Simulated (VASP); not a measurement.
# Core-hole spectrum of ThTeO, part 2 of 3

Wanted: the near-edge structure of ThTeO. The cell has space group P4/nmm. The start is a cell from a database of measured crystal structures.

VASP 6.6.1, plane waves and PAW; the level of theory is named at each step.

So far: Starting point; Supercell without a hole.

## 3. K edge, Wyckoff site O a, full hole, excited electron kept

This step: supercell core-hole method, LDA, full hole, excited electron kept; plane waves and PAW (O, Th, Te, O) (VASP 6.6.1).

One core electron of the first atom, a species of its own in POSCAR, is moved to the lowest empty state, so the cell stays neutral. NBANDS covers the range above the edge.

Input file INCAR:

```
SYSTEM = ThTeO
PREC = Accurate
ENCUT = 400
EDIFF = 1E-06
NELM = 100
ISMEAR = 0
SIGMA = 0.05
LREAL = Auto
ALGO = Normal
GGA = CA
NBANDS = 392
LASPH = .TRUE.
LWAVE = .FALSE.
LCHARG = .FALSE.
ICORELEVEL = 2
CLNT = 1
CLN = 1
CLL = 0
CLZ = 1
CH_LSPEC = .TRUE.
CH_NEDOS = 1500
CH_SIGMA = 0.5
```

Input file POSCAR:

```
ThTeO
1.0
    8.2560000000      0.0000000000      0.0000000000
    0.0000000000      8.2560000000      0.0000000000
    0.0000000000      0.0000000000      7.5580000000
O Th Te O
1 8 8 7
Direct
    0.2500000000      0.2500000000      0.0000000000
    0.0000000000      0.2500000000      0.8291900000
    0.0000000000      0.7500000000      0.8291900000
    0.5000000000      0.2500000000      0.8291900000
    0.5000000000      0.7500000000      0.8291900000
    0.2500000000      0.0000000000      0.1708100000
    0.2500000000      0.5000000000      0.1708100000
    0.7500000000      0.0000000000      0.1708100000
    0.7500000000      0.5000000000      0.1708100000
    0.0000000000      0.2500000000      0.3652000000
    0.0000000000      0.7500000000      0.3652000000
    0.5000000000      0.2500000000      0.3652000000
    0.5000000000      0.7500000000      0.3652000000
    0.2500000000      0.0000000000      0.6348000000
    0.2500000000      0.5000000000      0.6348000000
    0.7500000000      0.0000000000      0.6348000000
    0.7500000000      0.5000000000      0.6348000000
    0.2500000000      0.7500000000      0.0000000000
    0.7500000000      0.2500000000      0.0000000000
    0.7500000000      0.7500000000      0.0000000000
    0.0000000000      0.0000000000      0.0000000000
    0.0000000000      0.5000000000      0.0000000000
    0.5000000000      0.0000000000      0.0000000000
    0.5000000000      0.5000000000      0.0000000000
```

Input file KPOINTS:

```
Automatic mesh
0
Gamma
2 2 2
0 0 0
```

PAW data sets: O, Th, Te and O (PBE family, release 64).

The run is started by

```sh
> mpirun -np 8 vasp_std
```

The program printed:

```text
[banner, memory and clock lines left out]
running    8 mpi-ranks, on    1 nodes
 distrk:  each k-point on    8 cores,    1 groups
 distr:  one band on    1 cores,    8 groups

 POSCAR found type information on POSCAR O ThTeO
 POSCAR found :  4 types and      24 ions
 [... a notice as in an earlier step ...]

 [... a notice as in an earlier step ...]

 LDA part: xc-table for (Slater(with rela. corr.)+CA(PZ))
 , standard interpolation
 POSCAR, INCAR and KPOINTS ok, starting setup
 FFT: planning ... GRIDC
 FFT: planning ... GRID_SOFT
 FFT: planning ... GRID
 WAVECAR not read
 entering main loop
       N       E                     dE             d eps       ncg     rms          rms(c)
DAV:   1     0.118354098578E+04    0.11835E+04   -0.50550E+04  4704   0.370E+02
DAV:   2    -0.221627619687E+03   -0.14052E+04   -0.12672E+04  4992   0.131E+02
DAV:   3    -0.376952671012E+03   -0.15533E+03   -0.14839E+03  5528   0.444E+01
DAV:   4    -0.384246874586E+03   -0.72942E+01   -0.70510E+01  6584   0.774E+00
DAV:   5    -0.384370304026E+03   -0.12343E+00   -0.12335E+00  6000   0.111E+00    0.926E+01
DAV:   6    -0.348410107233E+03    0.35960E+02   -0.23256E+01  6776   0.115E+01    0.746E+01
DAV:   7    -0.347771709029E+03    0.63840E+00   -0.13989E+01  5464   0.476E+00    0.490E+01
DAV:   8    -0.347599230711E+03    0.17248E+00   -0.22412E+00  6032   0.217E+00    0.675E+00
DAV:   9    -0.347433252170E+03    0.16598E+00   -0.29372E-01  5664   0.108E+00    0.210E+00
DAV:  10    -0.347418978679E+03    0.14273E-01   -0.73387E-02  5920   0.296E-01    0.118E+00
DAV:  11    -0.347417749351E+03    0.12293E-02   -0.55050E-03  5904   0.997E-02    0.544E-01
DAV:  12    -0.347417687539E+03    0.61811E-04   -0.88315E-04  5968   0.366E-02    0.193E-01
DAV:  13    -0.347417676919E+03    0.10621E-04   -0.72587E-05  5528   0.111E-02    0.289E-02
DAV:  14    -0.347417675125E+03    0.17933E-05   -0.75650E-06  5440   0.358E-03    0.913E-03
DAV:  15    -0.347417675048E+03    0.77085E-07   -0.91487E-07  4120   0.131E-03
   1 F= -.34741768E+03 E0= -.34741322E+03  d E =-.890823E-02
 Starting Core_Hole_Spec
 Ending Core_Hole_Spec
```

Elapsed: 2.3 min, on 8 MPI ranks of Intel Xeon 6975P-C (Granite Rapids), shared host; peak memory 1.8 GiB; 18 min of CPU time.

Parts of OUTCAR (step 3):

```text
 Found      6 irreducible k-points:

   k-points           NKPTS =      6   k-points in BZ     NKDIM =      6   number of bands    NBANDS=    392

   NELECT =     193.0000    total number of electrons

 the core state eigenenergies are
   1-  1s   -566.3083
   2-  1s-109980.7783  2s -20378.5611  2p -17040.1592  3s  -5097.0759  3p  -4165.6569
       3d  -3333.3878  4s  -1271.0387  4p   -966.6714  4d   -652.0111  4f   -315.1139
       5s   -268.5749  5p   -175.8915  5d    -76.3255
   3-  1s-109980.5668  2s -20378.3531  2p -17039.9510  3s  -5096.8683  3p  -4165.4492
       3d  -3333.1805  4s  -1270.8240  4p   -966.4558  4d   -651.7950  4f   -314.8982
       5s   -268.3488  5p   -175.6620  5d    -76.0899
   4-  1s-109980.7783  2s -20378.5611  2p -17040.1592  3s  -5097.0759  3p  -4165.6569
       3d  -3333.3878  4s  -1271.0387  4p   -966.6714  4d   -652.0111  4f   -315.1139
       5s   -268.5749  5p   -175.8915  5d    -76.3255
   5-  1s-109980.5668  2s -20378.3531  2p -17039.9510  3s  -5096.8683  3p  -4165.4492
       3d  -3333.1805  4s  -1270.8240  4p   -966.4558  4d   -651.7950  4f   -314.8982
       5s   -268.3488  5p   -175.6620  5d    -76.0899
   6-  1s-109980.7783  2s -20378.5611  2p -17040.1592  3s  -5097.0759  3p  -4165.6569
       3d  -3333.3878  4s  -1271.0387  4p   -966.6714  4d   -652.0111  4f   -315.1139
       5s   -268.5749  5p   -175.8915  5d    -76.3255
   7-  1s-109980.7783  2s -20378.5611  2p -17040.1592  3s  -5097.0759  3p  -4165.6569
       3d  -3333.3878  4s  -1271.0387  4p   -966.6714  4d   -652.0111  4f   -315.1139
       5s   -268.5749  5p   -175.8915  5d    -76.3255
   8-  1s-109980.5668  2s -20378.3531  2p -17039.9510  3s  -5096.8683  3p  -4165.4492
       3d  -3333.1805  4s  -1270.8240  4p   -966.4558  4d   -651.7950  4f   -314.8982
       5s   -268.3488  5p   -175.6620  5d    -76.0899
   9-  1s-109980.5668  2s -20378.3531  2p -17039.9510  3s  -5096.8683  3p  -4165.4492
       3d  -3333.1805  4s  -1270.8240  4p   -966.4558  4d   -651.7950  4f   -314.8982
       5s   -268.3488  5p   -175.6620  5d    -76.0899
  10-  1s -31607.1008  2s  -4834.7108  2p  -4338.1012  3s   -950.9765  3p   -789.6335
       3d   -545.8787  4s   -150.5670  4p   -100.6182  4d    -27.9803
  11-  1s -31607.0338  2s  -4834.6449  2p  -4338.0352  3s   -950.9102  3p   -789.5672
       3d   -545.8124  4s   -150.4998  4p   -100.5509  4d    -27.9127
  12-  1s -31607.1008  2s  -4834.7108  2p  -4338.1012  3s   -950.9765  3p   -789.6335
       3d   -545.8787  4s   -150.5670  4p   -100.6182  4d    -27.9803
  13-  1s -31607.0338  2s  -4834.6449  2p  -4338.0352  3s   -950.9102  3p   -789.5672
       3d   -545.8124  4s   -150.4998  4p   -100.5509  4d    -27.9127
  14-  1s -31607.1008  2s  -4834.7108  2p  -4338.1012  3s   -950.9765  3p   -789.6335
       3d   -545.8787  4s   -150.5670  4p   -100.6182  4d    -27.9803
  15-  1s -31607.1008  2s  -4834.7108  2p  -4338.1012  3s   -950.9765  3p   -789.6335
       3d   -545.8787  4s   -150.5670  4p   -100.6182  4d    -27.9803
  16-  1s -31607.0338  2s  -4834.6449  2p  -4338.0352  3s   -950.9102  3p   -789.5672
       3d   -545.8124  4s   -150.4998  4p   -100.5509  4d    -27.9127
[...]
23-  1s   -499.4363
  24-  1s   -499.4363

 E-fermi :   8.7468

 k-point     1 :       0.0000    0.0000    0.0000
  band No.  band energies     occupation
    ...
     93       6.4429      2.00000
     94       7.2502      2.00000
     95       7.8505      2.00000
     96       7.8505      2.00000
     97       7.9911      2.00000
     98       8.8269      0.02344
     99       8.9487      0.00000
    100       8.9487      0.00000
    101       9.0342      0.00000
    102       9.0429      0.00000
    ...

 k-point     2 :       0.5000    0.0000    0.0000
  band No.  band energies     occupation
    ...
     93       7.0056      2.00000
     94       7.0932      2.00000
     95       7.0950      2.00000
     96       7.1504      2.00000
     97       8.7512      0.90075
     98       8.8072      0.08756
     99       9.1611      0.00000
    100       9.1778      0.00000
    101       9.3163      0.00000
    102       9.4006      0.00000
    ...

  Total      -20.9684431    -20.9684431    -18.2704399      0.0000000      0.0000000      0.0000000
  in kB      -65.2124492    -65.2124492    -56.8215831      0.0000000      0.0000000      0.0000000
  external PRESSURE =     -62.4154939 kB  Pullay stress =       0.0000000 kB

 POSITION                                       TOTAL-FORCE (eV/Angst)
 -----------------------------------------------------------------------------------
      2.06400      2.06400      0.00000         0.000000      0.000000      0.000000
      0.00000      2.06400      6.26702        -1.800027     -0.000000     -0.652667
      0.00000      6.19200      6.26702        -0.047589     -0.000000      0.256100
      4.12800      2.06400      6.26702         1.800027      0.000000     -0.652667
      4.12800      6.19200      6.26702         0.047589      0.000000      0.256100
      2.06400      0.00000      1.29098        -0.000000     -1.800027      0.652667
      2.06400      4.12800      1.29098        -0.000000      1.800027      0.652667
      6.19200      0.00000      1.29098         0.000000     -0.047589     -0.256100
      6.19200      4.12800      1.29098         0.000000      0.047589     -0.256100
      0.00000      2.06400      2.76018         0.119395     -0.000000     -0.225667
      0.00000      6.19200      2.76018         0.116921      0.000000     -0.025648
      4.12800      2.06400      2.76018        -0.119395     -0.000000     -0.225667
      4.12800      6.19200      2.76018        -0.116921     -0.000000     -0.025648
      2.06400      0.00000      4.79782         0.000000      0.119395      0.225667
      2.06400      4.12800      4.79782         0.000000     -0.119395      0.225667
      6.19200      0.00000      4.79782        -0.000000      0.116921      0.025648
      6.19200      4.12800      4.79782        -0.000000     -0.116921      0.025648
      2.06400      6.19200      0.00000         0.000000      0.000000      0.083442
      6.19200      2.06400      0.00000        -0.000000      0.000000     -0.083442
      6.19200      6.19200      0.00000        -0.000000     -0.000000      0.000000
      0.00000      0.00000      0.00000         0.301443      0.301443      0.000000
      0.00000      4.12800      0.00000         0.301443     -0.301443      0.000000
      4.12800      0.00000      0.00000        -0.301443      0.301443      0.000000
      4.12800      4.12800      0.00000        -0.301443     -0.301443      0.000000
 -----------------------------------------------------------------------------------
    total drift:                                0.000000      0.000000      0.000000

  FREE ENERGIE OF THE ION-ELECTRON SYSTEM (eV)
  ---------------------------------------------------
  free  energy   TOTEN  =      -347.4176750482 eV

  energy  without entropy=     -347.4087668176  energy(sigma->0) =     -347.41322093

[... 8 parts as in an earlier step ...]

[... 4 further parts left out ...]
```

This run has no spin polarisation.

Numbers from this step:

* free energy (TOTEN): -347.4177 eV
* energy at zero smearing: -347.4132 eV
* Fermi energy: 8.747 eV
* pressure: -6.242 GPa

The imaginary dielectric function times 10^5 has structure finer than the step of the table below, so its rows give means over 1 eV, whole bins alone (the curve runs from 519 to 564 eV). Peaks (eV: height): xx 524.8: 7.79, 527.7: 9.38, 533.3: 4.92, 550.5: 4.71; zz 524.6: 9.00, 527.6: 9.62, 533.8: 4.72, 537.5: 5.28, 541.9: 3.34, 545.9: 3.95.

Smoothed further by a Gaussian, to a width of roughly 1 to 1.2 eV in all; heights scale with one over the cell volume; the energy axis is the program's own, and the fall at its high end is where NBANDS ends. Imaginary dielectric function times 10^5 against photon energy; means over each step:

```csv
photon energy (eV),xx,zz
521,1.5e-4,1.8e-4
522,0.0280,0.0820
523,1.16,2.19
524,5.54,7.38
525,7.34,7.90
526,5.98,4.52
527,8.39,8.05
528,8.84,7.87
529,5.49,3.09
530,2.49,2.99
531,2.10,2.63
532,3.08,1.32
533,4.76,2.13
534,4.09,4.21
535,2.55,2.37
536,2.69,2.78
537,3.09,4.17
538,2.44,4.00
539,2.19,2.18
540,1.86,1.75
541,2.41,1.95
542,2.63,3.08
543,1.74,2.40
544,1.44,3.58
545,1.78,3.23
546,2.36,3.75
547,2.69,2.68
548,2.96,2.57
549,2.85,2.55
550,3.78,2.68
551,3.07,1.68
552,0.253,0.192
553,0.00137,0.00128
554,0,0
```

The smoothed xx curve reaches a tenth of its top at about 523 eV.

[end of part 2 of 3]

[Lines on the potential files, build, host, timing and source positions are cut from VASP's logs without a mark.]

[Logs are printed without paths, hosts, clocks, repeated set-up lines and the standing remarks that a program may print on its own settings, such as how far it seeks lower states.]

[Hosts, paths, dates, database ids (printed as entryN), source tags and the programs' standing remarks are cut or masked in the printed files.]
